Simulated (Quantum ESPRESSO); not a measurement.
# CdS (Hawleyite): dielectric tensor and Born charges under several settings

```xyz
2
Lattice="0.0000 2.9165 2.9165 2.9165 0.0000 2.9165 2.9165 2.9165 0.0000" Properties=species:S:1:pos:R:3 pbc="T T T"
Cd    0.0000    0.0000    0.0000
S     4.3748    4.3748    4.3748
```

All runs used Quantum ESPRESSO 7.5; potentials GBRV 1.5 PBEsol; given cell; no spin polarisation; cutoff 612 eV; occupations smeared at first, fixed for the response.

| level | k mesh (s: shifted) | pressure (GPa) | ε∞ (diagonal) | Born charge of atom 1 (e) | sum of the Born charges (e) |
| --- | --- | --- | --- | --- | --- |
| PBEsol | 2 × 2 × 2s | 0.2 | 7.45 | 2.25 | -0.39 |
| PBEsol | 4 × 4 × 4s | ? | ? | ? | ? |
| PBEsol | 6 × 6 × 6s | 0.0 | 6.46 | 2.18 | 0.00 |
| PBEsol | 8 × 8 × 8s | 0.0 | 6.47 | 2.18 | 0.00 |
| PBEsol | 10 × 10 × 10s | 0.0 | 6.48 | 2.18 | 0.00 |

Question: What stands in the row left open?

Answer: Pressure 0.0 GPa; ε∞ 6.46; Born charge of atom 1 2.18 e; sum of the Born charges -0.01 e.

Caveats: some runs use coarse meshes.

For the row left open. Caveat: the mesh is thin for the dielectric tensor, Born charges and intensities, which usually come out too large.
